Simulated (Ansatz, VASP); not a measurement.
## One calculation of BAs, two programs

```xyz
2
Lattice="0.0000 2.3885 2.3885 2.3885 0.0000 2.3885 2.3885 2.3885 0.0000" Properties=species:S:1:pos:R:3 pbc="T T T"
B     0.0000    0.0000    0.0000
As    1.1943    1.1943    1.1943
```

Alike in both runs: task relaxation of cell and atoms; functional r2SCAN; k mesh 8 × 8 × 8; no spin polarisation.

|  | VASP | Ansatz |
| --- | --- | --- |
| version | VASP 6.6.1 | Ansatz 0.2.0 |
| potentials or method | VASP PAW PBE potentials, release 64 (B, As) | plane waves, PAW |
| plane-wave cutoff (eV) | 600 | 500 |
| occupations | gaussian, width 0.01 eV | fixed |
| valence electrons in the cell | 8 | 18 |

|  | VASP | Ansatz | Ansatz less VASP |
| --- | --- | --- | --- |
| relaxed volume (Å³/atom) | 13.71 | 13.68 | -0.022 |
| relaxed cell length with the largest relative difference (Å) | 3.384 | 3.383 | -0.0018 |

The two sets of potentials don't hold the same shells in valence.

Caveats: the PAW data sets were made with another functional, which shifts forces and pressure a little (VASP). A k mesh can miss the band edges.
